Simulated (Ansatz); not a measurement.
Relaxed-ion elastic tensor of CsBr (CsCl type, Pm-3m) in GPa (Voigt order), the program Ansatz at the PBE level (PAW); density 4.18 g/cm³, 42.29 Å³ per atom.

```
26.7   5.0   5.0   0.0   0.0   0.0
 5.0  26.7   5.0   0.0   0.0   0.0
 5.0   5.0  26.7   0.0   0.0   0.0
 0.0   0.0   0.0   4.6   0.0   0.0
 0.0   0.0   0.0   0.0   4.6   0.0
 0.0   0.0   0.0   0.0   0.0   4.6
```

**Question.** Is the crystal mechanically stable?

**Answer.** Yes: the smallest eigenvalue of C is 4.6 GPa.

**Question.** Work out the Voigt, Reuss and Hill averages.

**Answer.** K_V = 12.2, K_R = 12.2, K_H = 12.2; G_V = 7.1, G_R = 6.0, G_H = 6.6 GPa.

**Question.** Give Young's modulus, Poisson's ratio, Pugh's ratio and the universal anisotropy index.

**Answer.** E = 9KG/(3K + G) = 16.7 GPa; ν = 0.27; K/G = 1.87 (ductile by the Pugh limit of 1.75); A_U = 5G_V/G_R + K_V/K_R − 6 = 0.94.

**Question.** Estimate the sound speeds and the Debye temperature.

**Answer.** v_l = √((K + 4G/3)/ρ) = 2240 m/s, v_t = √(G/ρ) = 1250 m/s, mean 1390 m/s; Θ = (h/k)(3n/4πV)^(1/3) v_m = 119 K.

**Question.** Give the Zener ratio and Young's modulus along [100], [110] and [111].

**Answer.** A = 2C44/(C11 − C12) = 0.42; 1/E = S11 − 2(S11 − S12 − S44/2)Γ with Γ = 0, 1/4, 1/3 gives 25.2, 14.1, 12.3 GPa.

The PBE relaxation kept the symmetry of its start; phonons on a q-mesh show no instability. Scalar-relativistic: spin–orbit coupling is off unless named, which matters more the heavier the elements.

Potentials: the later of the program's two PAW sets.
